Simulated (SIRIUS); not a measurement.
**CoAl: changing the dispersion correction**

Symmetry: Pm-3m, No. 221, cubic system. The conventional cell has a = 2.819 Å, b = 2.819 Å, c = 2.819 Å, α = 90.00°, β = 90.00°, γ = 90.00°. Co (site symmetry m-3m) is surrounded by 8 Al at 2.44 Å. Around Al (site symmetry m-3m) lie 8 Co at 2.44 Å.

Kept alike: task equation of state; functional PBE; k mesh 7 × 7 × 7; occupations fermi-dirac, width 0.05 eV; collinear spin, ferromagnetic start. Program: SIRIUS, all-electron FP-LAPW, apw+lo standard, cutoff 205 eV. The mesh is that of the run's cell of 2 atoms. No spin-orbit coupling.

| dispersion correction | volume (Å³/atom) | bulk modulus (GPa) |
| --- | --- | --- |
| D3(zero) | 11.215 | 191.8 |
| D3(BJ) | 11.183 | 194.6 |
| D4 | 11.218 | 193.8 |
| none | 11.582 | 174.3 |

For a metal such a mesh leaves the last digits unconverged. Volume and modulus come from cells scaled at fixed shape and fractions. The moments vanished: the runs ended non-magnetic.

The volume runs from 11.183 (D3(BJ)) to 11.582 Å³/atom (none). Against no correction: D3(zero) -3.2 %; D3(BJ) -3.4 %; D4 -3.1 %. Dispersion terms mostly attract and so lower the volume; the schemes' coefficients and damping set how far. The bulk modulus runs from 174.3 (none) to 194.6 GPa (D3(BJ)).
